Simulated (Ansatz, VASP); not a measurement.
**Two plane-wave programs on Au**

```
Au
1.0
     4.62191    0.00000    0.00000
    -2.31096    4.00269    0.00000
     0.00000    0.00000    5.28172
Au
4
Direct
  0.00000 0.00000 0.25000
  0.00000 0.00000 0.75000
  0.33333 0.66667 0.75000
  0.66667 0.33333 0.25000
```

Alike in both runs: functional PBE; k mesh 6 × 6 × 4; occupations gaussian, width 0.1 eV; no spin polarisation.

Ansatz relaxed the structure, and its values are those at the end. VASP's run is a single point on that final structure, the one shown.

|  | VASP | Ansatz |
| --- | --- | --- |
| version | VASP 6.6.1 | Ansatz 0.2.0 |
| potentials or method | VASP PAW PBE potentials, release 64 (Au) | scalar-relativistic, plane waves, PAW |
| plane-wave cutoff (eV) | 520 | 420 |
| valence electrons in the cell | 44 | 76 |

|  | VASP | Ansatz | Ansatz less VASP |
| --- | --- | --- | --- |
| gap on the k mesh at the Fermi level (eV) | none | none | - |
| pressure (GPa) | -0.2 | -0.1 | +0.14 |

A gap of «none» marks a metal or a gap that the smearing closes. The two sets of potentials don't hold the same shells in valence.

Spin-orbit coupling is left out, which matters for the levels of Au.
